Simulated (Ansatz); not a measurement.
All numbers below come from Ansatz, DFT PBE, scalar-relativistic, plane waves, PAW. All cells share a 420 eV cutoff and Γ-centred k meshes spaced at most about 0.3 Å⁻¹ (about 0.25 or finer for metals, 2π included). No spin polarisation.

Temperature and zero-point effects are left out.

Two relaxed structures of Si4W:

A.

```yaml
crystal:
  lattice:
    - [-2.57273, 2.57273, 3.08530]
    - [2.57273, -2.57273, 3.08530]
    - [2.57273, 2.57273, -3.08530]
  atoms:
    - { symbol: Si, position: [0.16426, 0.16426, 0.63366] }
    - { symbol: Si, position: [0.83574, 0.46939, 0.00000] }
    - { symbol: Si, position: [0.53061, 0.53061, 0.36634] }
    - { symbol: Si, position: [0.46939, 0.83574, 0.00000] }
    - { symbol: W, position: [0.00000, 0.00000, 0.00000] }
```

B.

```yaml
crystal:
  lattice:
    - [3.15218, -3.78309, 0.00000]
    - [3.15218, 3.78309, 0.00000]
    - [0.00000, 0.00000, 6.23782]
  atoms:
    - { symbol: Si, position: [0.50393, 0.76126, 0.14056] }
    - { symbol: Si, position: [0.49607, 0.23874, 0.14056] }
    - { symbol: Si, position: [0.23874, 0.49607, 0.85944] }
    - { symbol: Si, position: [0.76126, 0.50393, 0.85944] }
    - { symbol: Si, position: [0.00393, 0.26126, 0.35944] }
    - { symbol: Si, position: [0.73874, 0.99607, 0.64056] }
    - { symbol: Si, position: [0.99607, 0.73874, 0.35944] }
    - { symbol: Si, position: [0.26126, 0.00393, 0.64056] }
    - { symbol: W, position: [0.00000, 0.00000, 0.00000] }
    - { symbol: W, position: [0.50000, 0.50000, 0.50000] }
```

Question: Which form is favoured at zero pressure, and by what margin per atom?

Answer: B is lower, by 148 meV/atom. A has space group I-42m (No. 121), 16.3 Å³/atom and no gap on its mesh; B has space group Ccce (No. 68), 14.9 Å³/atom and no gap. Counting Si atoms around W (those within 1.25 times the shortest such distance or 1.15 times the sum of covalent radii, 1.27 where that leaves under three; a plus sign parts nearer from farther groups), A has W 8 and B has W 8+4. B holds Si–Si nets (shortest 2.36 Å); in A the shortest Si–Si distance is 2.66 Å, near bonding range too. The denser one is the lower, and pressure would at first widen the difference. Even the lower one lies +0.07 eV/atom against the reference forms of the elements (uncorrected), so neither is stable at this level. Both come from invented guesses.

These runs have no spin–orbit coupling, which can matter for W. Cells relaxed within their symmetry can be saddle points.
